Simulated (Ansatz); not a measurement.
# Mn (fcc type): the cost of one run

Program: Ansatz 0.2.0. Level of theory: DFT, PBE, all-electron LAPW, scalar-relativistic. These are calculated values, not measurements.

## (1) Starting point

Symmetry: Fm-3m, No. 225, cubic system. Conventional cell: a = 3.263 Å, b = 3.263 Å, c = 3.263 Å, α = 90.00°, β = 90.00°, γ = 90.00°. Around Mn (site symmetry m-3m) lie 12 Mn at 2.31 Å.

Coordinates:

```
CELL_PARAMETERS angstrom
0.00000 1.63135 1.63135
1.63135 0.00000 1.63135
1.63135 1.63135 0.00000
ATOMIC_POSITIONS crystal
Mn 0.00000 0.00000 0.00000
```

## (2) Fcc relaxed under pressure, LAPW

input.yaml reads:

```yaml
crystal:
  lattice:
    - [0.0, 1.6313546936, 1.6313546936]
    - [1.6313546936, 0.0, 1.6313546936]
    - [1.6313546936, 1.6313546936, 0.0]
  atoms:
    - { symbol: Mn, position: [0.0, 0.0, 0.0], spin: 3.0 }
magnetization:
  spin_polarized: true
kpoints:
  mp_grid: { grid: [20, 20, 20] }
scf:
  occupations: { method: fermi_dirac, width: 0.08 }
hamiltonian:
  xc: pbe
  pseudopotentials: { kind: all_electron, lapw: { basis_error: 0.0005 } }
output:
  forces: true
  stress: true
  eigenvalues: true
relax:
  f_tol: 0.005
  max_steps: 12
  cell: { p_target: 95.0, stress_tol: 0.048 }
```

The run is started by

```
> ansatz run input.yaml --threads 2 --pin off --max-ram 7168MiB --backend cpu --events-out ev --progress --plain --runs-dir out
```

What time and memory should one allow on 2 threads of Intel Xeon 6975P-C (Granite Rapids), shared host?

About 26 s, with a peak of 0.62 GiB.
